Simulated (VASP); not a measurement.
Crystal: SnO2.

```xyz
6
Lattice="4.7880 0.0000 0.0000 0.0000 4.8666 0.0000 0.0000 0.0000 3.2409" Properties=species:S:1:pos:R:3 pbc="T T T"
Sn    0.0000    0.0000    0.0000
Sn    2.3940    2.4333    1.6204
O     3.3906    3.3042    0.0000
O     0.9966    3.9957    1.6204
O     3.7914    0.8709    1.6204
O     1.3974    1.5624    0.0000
```

The cell is a database's computed one.

```yaml
Program: VASP 6.6.1
Task: single point
Functional: PBE
Potentials_or_basis: VASP PAW PBE potentials, release 64 (Sn_d, O)
Cutoff: 520 eV
k_mesh: 6 × 6 × 8
Occupations: fermi-dirac, width 0.05 eV
Spin: no spin polarisation
```

On this cell: pressure 0.0 GPa; largest force 0.066 eV/Å; band gap on the k mesh 0.80 eV, direct.

The same run follows on a disturbed copy (atoms moved at random, drawn with an rms of 0.05 Å):

```xyz
6
Lattice="4.7880 0.0000 0.0000 0.0000 4.8666 0.0000 0.0000 0.0000 3.2409" Properties=species:S:1:pos:R:3 pbc="T T T"
Sn   -0.0076   -0.0017   -0.0290
Sn    2.4162    2.4696    1.6062
O     3.3540    3.2794   -0.0245
O     0.9724    3.9839    1.5943
O     3.7832    0.8668    1.5861
O     1.3916    1.5559   -0.0247
```

Task: What changes?

Result: The energy moves by +8.9 meV/atom; pressure 0.7 GPa; largest force 1.428 eV/Å; band gap on the k mesh 0.76 eV, direct.

Forces on the atoms (eV/Å):
```
Sn   0.110  0.238 -0.013
Sn  -0.950 -1.047 -0.205
O    0.736  0.819  0.103
O   -0.067 -0.083 -0.012
O   -0.012 -0.015  0.081
O    0.183  0.087  0.046
```

Stress tensor (GPa, compression positive):
```
 0.73 -0.01  0.03
-0.01  0.05  0.15
 0.03  0.15  1.19
```

Caveats: spin-orbit coupling is left out, which moves the levels of the heavy elements.

